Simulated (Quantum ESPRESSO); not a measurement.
**MnS under changes of volume**

One of the cells (21.464 Å³/atom); the others are scaled copies at fixed shape and fractional positions:

```
Mn S
1.0
     3.95358    0.00000    0.00000
    -1.97679    3.42390    0.00000
     0.00000    0.00000    6.34253
Mn S
2 2
Direct
  0.66667 0.33333 0.49884
  0.33333 0.66667 0.99884
  0.33333 0.66667 0.62615
  0.66667 0.33333 0.12615
```

The cell is a database's computed one.

| Quantity | Value |
| --- | --- |
| Program | Quantum ESPRESSO 7.5 |
| Functional | LDA |
| Potentials or basis | GBRV 1.5 LDA |
| Cutoff | 612 eV |
| Density cutoff | 4898 eV |
| k mesh | 8 × 8 × 4 |
| Occupations | fermi-dirac, width 0.05 eV |
| Spin | collinear spin, ferromagnetic start |
| Starting moments | [4.0, 4.0, 0.0, 0.0] μB |

| volume (Å³/atom) | energy over the lowest point (meV/atom) | pressure (GPa) | moment (μB per cell) |
| --- | --- | --- | --- |
| 20.176 | 0.00 | -2.5 | 9.06 |
| 20.606 | 6.76 | -2.9 | 9.29 |
| 21.035 | 14.28 | -3.4 | 9.48 |
| 21.464 | 23.60 | -4.1 | 9.61 |
| 21.893 | 34.74 | -4.8 | 9.72 |
| 22.323 | 47.85 | -5.5 | 9.79 |
| 22.752 | ? | ? | ? |

Problem. What does the run at 22.752 Å³/atom give?

Solution. Energy over the lowest point 62.95 meV/atom; pressure -6.2 GPa; moment 9.85 μB per cell.

Worked out: A Birch-Murnaghan fit of order 3 (a polynomial in V^(-2/3)) to the other rows has no minimum within the range. It gives 63.33 meV/atom at 22.752 Å³/atom, against the run's 62.95, and -dE/dV = -6.2 GPa, against -6.2. A parabola through the other rows of the moment, of slope 0.0116 μB per Å³/atom there, extrapolates to 9.81 μB, against the run's 9.85.

Energies are extrapolated to zero smearing.

Caveats: only a ferromagnetic start was run, and an antiferromagnetic order may lie lower in energy.
